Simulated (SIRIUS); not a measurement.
Runs of SIRIUS 7.12.0 on FeO (Wuestite). It takes space group Fm-3m (No. 225, cubic). The conventional cell has a = 4.311 Å, b = 4.311 Å, c = 4.311 Å, α = 90.00°, β = 90.00°, γ = 90.00°. Fe (site symmetry m-3m) is surrounded by 6 O at 2.16 Å. Around O (site symmetry m-3m) lie 6 Fe at 2.16 Å. 

```tsv
task	level	cutoff (eV)	smearing	muffin tin radii	basis cutoff (gk_cutoff)	cutoff of density and potential (pw_cutoff)	reference energy of the basis	smallest sphere radius times basis cutoff	gap on the mesh (eV)	moment (μB)
single point	PBE	276	fermi-dirac 0.03 eV	Fe 2.4, O 1.6 bohr	4.5 1/bohr	23 1/bohr	0.28 Ha	7.2	none	4.00
single point	PBEsol	287	fermi-dirac 0.05 eV	Fe 2.35, O 1.57 bohr	4.59 1/bohr	24 1/bohr	0.29 Ha	7.21	none	4.00
single point	PBE	276	fermi-dirac 0.3 eV	Fe 2.4, O 1.6 bohr	4.5 1/bohr	23 1/bohr	0.28 Ha	7.2	none	3.82
single point	PBE	276	fermi-dirac 0.1 eV	Fe 2.4, O 1.6 bohr	4.5 1/bohr	23 1/bohr	0.28 Ha	7.2	none	4.00
single point	PBE	276	fermi-dirac 0.01 eV	Fe 2.4, O 1.6 bohr	4.5 1/bohr	23 1/bohr	0.28 Ha	7.2	none	4.00
single point	PBE	276	fermi-dirac 0.2 eV	Fe 2.4, O 1.6 bohr	4.5 1/bohr	23 1/bohr	0.28 Ha	7.2	none	(a)
```

Alike in all rows: potentials or basis all-electron FP-LAPW, apw+lo standard; spin collinear, ferromagnetic start; cell as given; k mesh 11 × 11 × 11.

Question: Estimate the missing entries.

Answer: (a) 3.94.

Caveats: a cell with one magnetic atom can't hold antiferromagnetic order, which such compounds often take; semilocal functionals often make such compounds metallic where correlation or magnetic order opens a gap, which also shifts bond lengths.

A gap of «none» marks a metal or a gap under the smearing width.
